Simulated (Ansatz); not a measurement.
# TiNi (P4/mmm) in Ansatz: further runs

The runs below take TiNi through single point, equation of state, with LDA.

Everything below comes from runs of Ansatz 0.2.0. Logs are shortened: lines on timing, memory, paths and dates and some standing lists are left out, and cuts for length are marked.

## Step 1: The crystal as given

It takes space group P4/mmm (No. 123, tetragonal). The conventional cell has a = 2.736 Å, b = 2.736 Å, c = 3.581 Å, α = 90.00°, β = 90.00°, γ = 90.00°. Ni (site symmetry 4/mmm) is surrounded by 8 Ti at 2.64 Å and 4 Ni at 2.74 Å. Around Ti (site symmetry 4/mmm) lie 8 Ni at 2.64 Å and 4 Ti at 2.74 Å.

The cell comes from a database or a generator and needn't be the stable form of this composition.

## Step 2: Single point, LDA, collinear spin, ferromagnetic start, 12.60 Å³/atom (volume scaled by 0.94)

Contents of input.yaml:

```yaml
crystal:
  lattice:
    - [2.679954615, 0.0, 0.0]
    - [0.0, 2.679954615, 0.0]
    - [0.0, 0.0, 3.5082994856]
  atoms:
    - { symbol: Ni, position: [0.0, 0.0, 0.0], spin: 1.0 }
    - { symbol: Ti, position: [0.5, 0.5, 0.5], spin: 1.0 }
hamiltonian:
  xc: lda
  pseudopotentials: { kind: paw }
magnetization:
  spin_polarized: true
kpoints:
  mp_grid: { grid: [10, 10, 8] }
scf:
  occupations: { method: fermi_dirac, width: 0.05 }
output:
  forces: true
  stress: true
  eigenvalues: true
```

Potentials or basis: Ansatz PAW.

Launch:

```
$ ansatz run input.yaml --threads 2 --pin off --max-ram 5632MiB --backend cpu --events-out ev --progress --plain --runs-dir out
```

What it wrote:

```text
Warning: RAYON_NUM_THREADS=2 ignored (pool sized by the plan → 2); use --threads N
Engine: ansatz 0.2.0, aarch64-unknown-linux-gnu
Pseudopotentials: kind: paw
Pseudopotential: Ni, paw, valence charge 18, recommended cutoff 420 eV (normal), Ni.paw.azcp
Pseudopotential: Ti, paw, valence charge 12, recommended cutoff 420 eV (normal), Ti.paw.azcp
Functional definition: SPW92
  exchange = slater_x
  correlation = pw_c
Crystal: 2 atoms, lattice volume = 25.197 Å³
Basis set: ecut = 420 eV, 511 PW (Γ)
Bands: 20, of which v1, the nominal top of the filled ones, is band 15 counted from 1 (14 counted from 0)
Symmetry: 16 space group operations
Space group: P4/mmm (ITA 123), of the structure as read, at distance tolerance 2.9e-5 Å
Magnetic group: BNS 123.339 (UNI 999), of the structure as read, at distance tolerance 2.9e-5 Å
k-points: 105 of 800
Non-local potential: Ni, projectors of the file, l = 0: 3, l = 1: 2, l = 2: 3, l = 3: 1
Non-local potential: Ti, projectors of the file, l = 0: 3, l = 1: 2, l = 2: 3, l = 3: 1
PAW form: soft (Blöchl's): semilocal exchange-correlation on the pseudo side does not see the compensation charge
PAW frozen core: Ni, regenerated for the run's functional, and the local potential with it (the file was generated under x = pbe(κ = 0.804, μ = 0.2195149727645171), c = pbe(β = 0.06672455060314922))
PAW frozen core: Ti, regenerated for the run's functional, and the local potential with it (the file was generated under x = pbe(κ = 0.804, μ = 0.2195149727645171), c = pbe(β = 0.06672455060314922))
PAW one-centre angular grid: Ni, 590 points (default); XC on 64 Gauss nodes
PAW one-centre angular grid: Ti, 590 points (default); XC on 64 Gauss nodes
Initial density: superposition of atomic densities (chi_scale 0.1, normalization cell)
Starting moments: Σ|m| = 2 μB on 2 of 2 sites
Initial wavefunctions: pseudopotential atomic-orbital guess
Functional: x = slater, c = lda
SCF iter   1: F=—  HF=-8224.406327 eV  |F-HF|=—  |Δ(HF+E_count)|=         —  Δρ=1.32e-1 (↑1.32e-1 ↓5.12e-2)  dr2=1.77e0  dr2_m=1.73e0  M=0.253 μB ∫|m|=0.270 μB  β_m=0.30  ethr=3.10e-3  ⟨swp⟩=3.5  Hψ=15743  notcnv=0
Mixer restart at iter 1: flushing history
preconditioner: auto → none  [metal: Δε(μ)=0.007 eV  Ē_g=5.598 eV  σ=0.050 eV  W_gap=0.04  n_scr=6 (ndim 8)  ℏωp=27.7 eV  f_vac=0.000  D(μ)=2.04/eV (n_scr^D=28)  sad-step TF]
SCF iter   2: F=—  HF=-8223.593126 eV  |F-HF|=—  |Δ(HF+E_count)|=   8.13e-1  Δρ=7.40e-2 (↑7.09e-2 ↓7.40e-2)  dr2=7.85e-1  dr2_m=1.06e0  M=0.165 μB ∫|m|=0.181 μB  β_m=0.50  ethr=3.10e-3  ⟨swp⟩=2.1  Hψ=7934  notcnv=0  defer=7
SCF iter   3: F=—  HF=-8224.144586 eV  |F-HF|=—  |Δ(HF+E_count)|=   5.51e-1  Δρ=6.07e-2 (↑6.07e-2 ↓3.00e-2)  dr2=8.82e-1  dr2_m=3.07e-1  M=0.145 μB ∫|m|=0.160 μB  β_m=0.52  ethr=2.62e-3  ⟨swp⟩=3.5  Hψ=8717  notcnv=0  defer=7
SCF iter   4: F=—  HF=-8224.340943 eV  |F-HF|=—  |Δ(HF+E_count)|=   1.96e-1  Δρ=1.65e-2 (↑1.34e-2 ↓1.65e-2)  dr2=6.53e-2  dr2_m=4.05e-2  M=0.055 μB ∫|m|=0.063 μB  β_m=0.53  ethr=2.62e-3  ⟨swp⟩=2.1  Hψ=6838  notcnv=0  defer=9
SCF iter   5: F=—  HF=-8224.426259 eV  |F-HF|=—  |Δ(HF+E_count)|=   8.53e-2  Δρ=8.46e-3 (↑5.36e-3 ↓8.46e-3)  dr2=3.11e-2  dr2_m=8.20e-4  M=0.022 μB ∫|m|=0.027 μB  β_m=0.75  ethr=2.18e-4  ⟨swp⟩=2.3  Hψ=6820  notcnv=0  defer=9
SCF iter   6: F=—  HF=-8224.435700 eV  |F-HF|=—  |Δ(HF+E_count)|=   9.44e-3  Δρ=2.23e-3 (↑9.53e-4 ↓2.23e-3)  dr2=1.82e-3  dr2_m=3.23e-4  M=0.009 μB ∫|m|=0.010 μB  β_m=0.71  ethr=1.04e-4  ⟨swp⟩=2.1  Hψ=6718  notcnv=0  defer=9
SCF iter   7: F=—  HF=-8224.435865 eV  |F-HF|=—  |Δ(HF+E_count)|=   1.65e-4  Δρ=9.46e-4 (↑9.46e-4 ↓3.28e-4)  dr2=2.12e-4  dr2_m=3.18e-5  M=0.003 μB ∫|m|=0.004 μB  β_m=0.82  ethr=6.07e-6  ⟨swp⟩=1.9  Hψ=6211  notcnv=0  defer=9
SCF iter   8: F=—  HF=-8224.435902 eV  |F-HF|=—  |Δ(HF+E_count)|=   3.68e-5  Δρ=2.09e-4 (↑2.09e-4 ↓1.41e-4)  dr2=1.44e-5  dr2_m=1.60e-6  M=0.001 μB ∫|m|=0.002 μB  β_m=0.85  ethr=7.07e-7  ⟨swp⟩=2.2  Hψ=5866  notcnv=0  defer=9
SCF iter   9: F=—  HF=-8224.435907 eV  |F-HF|=—  |Δ(HF+E_count)|=   4.94e-6  Δρ=5.09e-5 (↑5.09e-5 ↓2.61e-5)  dr2=5.43e-7  dr2_m=2.73e-7  M=0.001 μB ∫|m|=0.001 μB  β_m=0.92  ethr=4.79e-8  ⟨swp⟩=2.0  Hψ=5567  notcnv=0  defer=9
SCF iter  10: F=—  HF=-8224.435907 eV  |F-HF|=—  |Δ(HF+E_count)|=   9.23e-8  Δρ=2.43e-5 (↑1.79e-5 ↓2.43e-5)  dr2=2.78e-7  dr2_m=3.03e-8  M=0.000 μB ∫|m|=0.000 μB  β_m=0.95  ethr=1.81e-9  ⟨swp⟩=2.0  Hψ=6279  notcnv=0  defer=9
SCF iter  11: F=—  HF=-8224.435907 eV  |F-HF|=—  |Δ(HF+E_count)|=   5.55e-8  Δρ=1.81e-5 (↑1.40e-5 ↓1.81e-5)  dr2=2.04e-7  dr2_m=1.13e-9  M=0.000 μB ∫|m|=0.000 μB  β_m=0.81  ethr=9.28e-10  ⟨swp⟩=1.1  Hψ=4286  notcnv=0  defer=9
SCF iter  12: F=—  HF=-8224.435907 eV  |F-HF|=—  |Δ(HF+E_count)|=   1.81e-8  Δρ=4.80e-6 (↑2.82e-6 ↓4.80e-6)  dr2=1.19e-8  dr2_m=2.57e-10  M=0.000 μB ∫|m|=0.000 μB  β_m=0.88  ethr=6.82e-10  ⟨swp⟩=2.1  Hψ=5234  notcnv=0  defer=9
SCF iter  13: F=—  HF=-8224.435907 eV  |F-HF|=—  |Δ(HF+E_count)|=  9.06e-10  Δρ=8.77e-7 (↑8.77e-7 ↓7.67e-7)  dr2=4.04e-10  dr2_m=2.24e-11  M=0.000 μB ∫|m|=0.000 μB  β_m=0.72  ethr=3.98e-11  ⟨swp⟩=2.0  Hψ=5580  notcnv=0  defer=9
SCF iter  14: F=-8224.435907 eV  HF=-8224.435907 eV  |F-HF|=1.36e-10  |Δ(HF+E_count)|=  2.55e-11  Δρ=4.99e-7 (↑3.87e-7 ↓4.99e-7)  dr2=1.52e-10  dr2_m=2.10e-12  M=0.000 μB ∫|m|=0.000 μB  ethr=1.35e-12  ⟨swp⟩=1.4  Hψ=12345  notcnv=0
SCF 1 converged in 14 iterations: F = -8224.435907 eV  dr2 = 1.52e-10
WARN: the starting moments were not kept: the SCF closed with an absolute magnetisation of 4.7e-6 μB, where they sum to 2 μB in size (2 sites). That is at most 0.1 of that sum. Measured as dr2_m measures the in/out step, that magnetisation stands 8.9e-12 eV from none, at or under the dr2_threshold of 1.0e-7 eV: it is no larger than a step whose dr2_m would equal this threshold. The system may hold no moment; this SCF shows only that its start led to no more than that. To try another start: raise the starting moments (crystal.atoms[].spin, magnetization.per_species, magnetization.initial_magnetization, or on a non-collinear deck that types none of these the spinor_matrix: blocks that start its atoms; where the total moment is fixed, keep their sum and leave initial_magnetization as it is; typed ones take the place of any that the run laid by itself, positive ones on a crystal's lanthanoids without a Hubbard term where scf.initial_density.shell_occupations: [] is typed) or, if the notice of its spin-set hold's release reads "site moments contracting" or "site moments show no strong build", lengthen the hold (scf.mixing.spin_hold: { on: { confirm: 4 } }; for m-r²SCAN on two components see the key's manual first). Each may lead to a state that holds a moment. A second SCF, from the converged charge density, with the starting moments and any scf.initial_density.shell_occupations laid on it anew, would have followed, and was not run: the deck does not ask for one (magnetization.retry_lost_moments is false, the default). To let it run, set magnetization.retry_lost_moments: true and run the deck again, where that key's refused combinations let it; where memory then withholds it, that run's warning says so.
SCF converged after 14 iterations
Magnetization: 0.0000 μB (15.0000 up, 15.0000 down)
Absolute magnetization: 0.0000 μB (∫|ρ↑−ρ↓|, with the PAW one-centre terms)
Spin contamination: 0.0000 ħ² per cell (⟨S²⟩ above its minimum at these occupations)
Per-site moments (μB) at R_I (Å): [(-4.79477717396491e-8, 1.0651864817479861), (3.384176209638668e-6, 1.0651864817479861)]
Free energy (F): -8224.435907 eV
Harris-Foulkes:  -8224.435907 eV  (|F-HF|=1.36e-10)
Internal energy: -8224.416051 eV  (E = F + TS)
E sigma→0 (E₀):  -8224.425979 eV
Entropy (-TS):   -0.019855 eV (-9.928 meV/atom)
Fermi energy:    17.003594 eV
--- Per-component energies (eV) ---
  E_band       = -418.300740
  E_kinetic    = 560.196344
  E_local      = -4470.702428  (includes V_loc(G=0)·N_el)
  E_nonlocal   = 647.744602
  E_hartree    = 1886.687653
  E_xc         = -183.346866
  E_vxc        = -233.891716  (∫ρ·V_xc dr)
  E_paw        = -2560.795839  (= ΣΔE_a)
  E_vpaw       = -695.024170  (= ΣTr[D̂ρ^β])
  E_aug_tail   = 0.000492  (compensation charges beyond the density's cutoff)
  E_ewald      = -4104.960080
  E_core_change = 0.760071  (= ΣΔE_core)
  E_smearing   = -0.019855  (= −TS)
  E_closure    = -0.000000  (closes the sum)
  Σ components = -8224.435907   (vs F -8224.435907, Δ=0.00e0)
--- Forces (eV/Å), atoms counted from 1 ---
  atom   1  Ni    -0.00000000     0.00000000     0.00000000
  atom   2  Ti     0.00000000     0.00000000     0.00000000
  max |Σ_I F_I| component: 1.84e-29 eV/Å
--- Stress (GPa, compression-positive) ---
       -1.742992       0.000000       0.000000
        0.000000      -1.742992       0.000000
        0.000000       0.000000      -2.964457
  P = ⅓ Tr σ = -2.1501 GPa (-21.501 kbar)
--- Band table (eV; the first three rows and the last of 210) ---
  k-point 0 ↑: bands = ["-85.6468", "-46.5111", "-46.4181", "-46.4181", "-39.1109", "-15.6707", "-15.2732", "-15.2732", "9.1921", "12.8127", "13.3255", "15.0396", "15.0396", "15.7606", "16.6882", "17.7355", "20.1883", "20.1883", "20.6465", "21.1577"]
  k-point 1 ↑: bands = ["-85.6468", "-46.5117", "-46.4181", "-46.4181", "-39.1096", "-15.6833", "-15.2731", "-15.2731", "9.4173", "12.8801", "13.3980", "15.0737", "15.0737", "15.7703", "16.5852", "17.5132", "20.0123", "20.0123", "20.5958", "20.6308"]
  k-point 2 ↑: bands = ["-85.6467", "-46.5130", "-46.4180", "-46.4180", "-39.1065", "-15.7135", "-15.2728", "-15.2728", "10.0613", "13.0166", "13.5943", "15.1625", "15.1625", "15.7940", "16.3157", "16.7780", "19.6101", "19.6101", "19.6589", "20.5926"]
  k-point 104 ↓: bands = ["-85.6383", "-46.5028", "-46.4655", "-46.4655", "-38.8905", "-15.9328", "-15.9328", "-15.5514", "13.8116", "14.2741", "14.3364", "14.3364", "15.4227", "15.4227", "15.4767", "16.2648", "19.9528", "21.7026", "24.4729", "26.0655"]
```

Run time: 4.2 s. Hardware: 2 threads of Arm Neoverse V2, shared host; peak memory 0.4 GiB.

Results:

```
Free energy            : -8224.4359 eV
Pressure               : -2.2 GPa
Band gap on the k mesh : none (metal or under the smearing width)
Net moment             : 0.00 μB per cell
Absolute moment        : 0.00 μB per cell
```

Caveat: the PAW data sets come from PBE, with cores solved anew for the run's functional, which leaves a small shift of forces and pressure; the starting moments weren't kept.

## Step 3: Single point, LDA, collinear spin, ferromagnetic start, 12.87 Å³/atom (volume scaled by 0.96)

input.yaml: that of step 2 with these lines changed.

```diff
@@ -2,5 +2,5 @@
   lattice:
-    - [2.679954615, 0.0, 0.0]
-    - [0.0, 2.679954615, 0.0]
-    - [0.0, 0.0, 3.5082994856]
+    - [2.6988281566, 0.0, 0.0]
+    - [0.0, 2.6988281566, 0.0]
+    - [0.0, 0.0, 3.5330066341]
   atoms:
@@ -21 +21,5 @@
   eigenvalues: true
+  write_density: true
+  write_potential: true
+  elf: true
+  volumetric_format: npy
```

Potentials or basis: Ansatz PAW.

Launch:

```
$ ansatz run input.yaml --threads 2 --pin off --max-ram 5632MiB --backend cpu --events-out ev --progress --plain --runs-dir out
```

Wall time 4.9 s (2 threads of Arm Neoverse V2, shared host); peak memory 0.4 GiB.

The run converged. Its results:

```yaml
Free_energy: -8224.4226 eV
Pressure: -5.7 GPa
Band_gap_on_the_k_mesh: none (metal or under the smearing width)
Net_moment: 0.00 μB per cell
Absolute_moment: 0.00 μB per cell
```

Caveat: the PAW data sets come from PBE, with cores solved anew for the run's functional, which leaves a small shift of forces and pressure; the starting moments weren't kept.

## Step 4: Single point, LDA, collinear spin, ferromagnetic start, 13.13 Å³/atom (volume scaled by 0.98)

input.yaml: that of step 3 with these lines changed.

```diff
@@ -2,5 +2,5 @@
   lattice:
-    - [2.6988281566, 0.0, 0.0]
-    - [0.0, 2.6988281566, 0.0]
-    - [0.0, 0.0, 3.5330066341]
+    - [2.7174413528, 0.0, 0.0]
+    - [0.0, 2.7174413528, 0.0]
+    - [0.0, 0.0, 3.557372967]
   atoms:
@@ -21,5 +21 @@
   eigenvalues: true
-  write_density: true
-  write_potential: true
-  elf: true
-  volumetric_format: npy
```

Launch:

```
$ ansatz run input.yaml --threads 2 --pin off --max-ram 5632MiB --backend cpu --events-out ev --progress --plain --runs-dir out
```

Run time: 4.1 s. Hardware: 2 threads of Arm Neoverse V2, shared host; peak memory 0.4 GiB.

The run converged. Its results:

```
Free energy            : -8224.3979 eV
Pressure               : -9.0 GPa
Band gap on the k mesh : none (metal or under the smearing width)
Net moment             : 0.00 μB per cell
Absolute moment        : 0.00 μB per cell
```

Caveat: the PAW data sets come from PBE, with cores solved anew for the run's functional, which leaves a small shift of forces and pressure; the starting moments weren't kept.

## Step 5: Single point, LDA, collinear spin, ferromagnetic start, 13.40 Å³/atom

input.yaml: that of step 4 with these lines changed.

```diff
@@ -2,5 +2,5 @@
   lattice:
-    - [2.7174413528, 0.0, 0.0]
-    - [0.0, 2.7174413528, 0.0]
-    - [0.0, 0.0, 3.557372967]
+    - [2.735803, 0.0, 0.0]
+    - [0.0, 2.735803, 0.0]
+    - [0.0, 0.0, 3.58141]
   atoms:
@@ -21 +21,5 @@
   eigenvalues: true
+  write_density: true
+  write_potential: true
+  elf: true
+  volumetric_format: npy
```

Launch:

```
$ ansatz run input.yaml --threads 2 --pin off --max-ram 5632MiB --backend cpu --events-out ev --progress --plain --runs-dir out
```

Run time: 4.9 s. Hardware: 2 threads of Arm Neoverse V2, shared host; peak memory 0.41 GiB.

It converged, with:

* Free energy: -8224.3630 eV
* Pressure: -11.8 GPa
* Band gap on the k mesh: none (metal or under the smearing width)
* Net moment: 0.00 μB per cell
* Absolute moment: 0.00 μB per cell

Caveat: the PAW data sets come from PBE, with cores solved anew for the run's functional, which leaves a small shift of forces and pressure; the starting moments weren't kept.

## Step 6: Single point, LDA, collinear spin, ferromagnetic start, 13.67 Å³/atom (volume scaled by 1.02)

input.yaml: that of step 5 with these lines changed.

```diff
@@ -2,5 +2,5 @@
   lattice:
-    - [2.735803, 0.0, 0.0]
-    - [0.0, 2.735803, 0.0]
-    - [0.0, 0.0, 3.58141]
+    - [2.7539214287, 0.0, 0.0]
+    - [0.0, 2.7539214287, 0.0]
+    - [0.0, 0.0, 3.6051286382]
   atoms:
@@ -21,5 +21 @@
   eigenvalues: true
-  write_density: true
-  write_potential: true
-  elf: true
-  volumetric_format: npy
```

Potentials or basis: Ansatz PAW.

Launch:

```
$ ansatz run input.yaml --threads 2 --pin off --max-ram 5632MiB --backend cpu --events-out ev --progress --plain --runs-dir out
```

Wall time 4.4 s (2 threads of Arm Neoverse V2, shared host); peak memory 0.4 GiB.

Results (log left out):

```
Free energy            : -8224.3190 eV
Pressure               : -14.4 GPa
Band gap on the k mesh : none (metal or under the smearing width)
Net moment             : 0.00 μB per cell
Absolute moment        : 0.00 μB per cell
```

Caveat: the PAW data sets come from PBE, with cores solved anew for the run's functional, which leaves a small shift of forces and pressure; the starting moments weren't kept.

## Step 7: Single point, LDA, collinear spin, ferromagnetic start, 13.94 Å³/atom (volume scaled by 1.04)

input.yaml: that of step 6 with these lines changed.

```diff
@@ -2,5 +2,5 @@
   lattice:
-    - [2.7539214287, 0.0, 0.0]
-    - [0.0, 2.7539214287, 0.0]
-    - [0.0, 0.0, 3.6051286382]
+    - [2.7718045364, 0.0, 0.0]
+    - [0.0, 2.7718045364, 0.0]
+    - [0.0, 0.0, 3.6285392204]
   atoms:
```

Launch:

```
$ ansatz run input.yaml --threads 2 --pin off --max-ram 5632MiB --backend cpu --events-out ev --progress --plain --runs-dir out
```

Wall time 4.4 s (2 threads of Arm Neoverse V2, shared host); peak memory 0.4 GiB.

It converged, with:

* Free energy: -8224.2669 eV
* Pressure: -16.7 GPa
* Band gap on the k mesh: none (metal or under the smearing width)
* Net moment: 0.00 μB per cell
* Absolute moment: 0.00 μB per cell

Caveat: the PAW data sets come from PBE, with cores solved anew for the run's functional, which leaves a small shift of forces and pressure; the starting moments weren't kept.

## Step 8: Single point, LDA, collinear spin, ferromagnetic start, 14.21 Å³/atom (volume scaled by 1.06)

input.yaml: that of step 7 with these lines changed.

```diff
@@ -2,5 +2,5 @@
   lattice:
-    - [2.7718045364, 0.0, 0.0]
-    - [0.0, 2.7718045364, 0.0]
-    - [0.0, 0.0, 3.6285392204]
+    - [2.7894598184, 0.0, 0.0]
+    - [0.0, 2.7894598184, 0.0]
+    - [0.0, 0.0, 3.6516515584]
   atoms:
```

Launch:

```
$ ansatz run input.yaml --threads 2 --pin off --max-ram 5632MiB --backend cpu --events-out ev --progress --plain --runs-dir out
```

Run time: 4.4 s. Hardware: 2 threads of Arm Neoverse V2, shared host; peak memory 0.41 GiB.

It converged, with:

```
Free energy            : -8224.2076 eV
Pressure               : -18.7 GPa
Band gap on the k mesh : none (metal or under the smearing width)
Net moment             : 0.00 μB per cell
Absolute moment        : 0.00 μB per cell
```

Caveat: the PAW data sets come from PBE, with cores solved anew for the run's functional, which leaves a small shift of forces and pressure; the starting moments weren't kept.

## Step 9: Equation of state, LDA, collinear spin, ferromagnetic start

Potentials or basis: Ansatz PAW.

No new run: the results of the series are fitted here.

Results:

- Equilibrium volume: 12.45 Å³/atom (rough: see the caveat)
- Bulk modulus at fixed shape and positions: 188 GPa (rough)

Energy against volume, from the lowest point:
```csv
volume (Å³/atom),energy (meV/atom)
12.599,0.00
12.867,6.66
13.135,19.02
13.403,36.47
13.671,58.46
13.939,84.51
14.207,114.18
```

Caveat: the minimum lies outside the volumes run; the cell was scaled at fixed shape and fractional positions, which overstates the stiffness of a crystal with free parameters, most of all of layers and chains.
